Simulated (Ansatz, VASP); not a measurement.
**Tl in VASP and in Ansatz**

```
Tl
1.0
     1.82679   -3.07838    0.00000
     1.82679    3.07838    0.00000
     0.00000    0.00000    3.01761
Tl
1
Direct
  0.50000 0.50000 0.00000
```

Alike in both runs: functional PBE; k mesh 6 × 6 × 6; occupations gaussian, width 0.1 eV; no spin polarisation.

Ansatz relaxed the structure, and its values are those at the end. VASP's run is a single point on that final structure, the one shown.

|  | VASP | Ansatz |
| --- | --- | --- |
| version | VASP 6.6.1 | Ansatz 0.2.0 |
| potentials or method | VASP PAW PBE potentials, release 64 (Tl_d) | scalar-relativistic, plane waves, PAW |
| plane-wave cutoff (eV) | 520 | 420 |
| valence electrons in the cell | 13 | 13 |

|  | VASP | Ansatz | Ansatz less VASP |
| --- | --- | --- | --- |
| gap on the k mesh at the Fermi level (eV) | none | none | - |
| pressure (GPa) | 0.0 | 0.1 | +0.06 |

A gap of «none» marks a metal or a gap that the smearing closes.

The runs have no spin-orbit coupling, so splittings on Tl are missing.
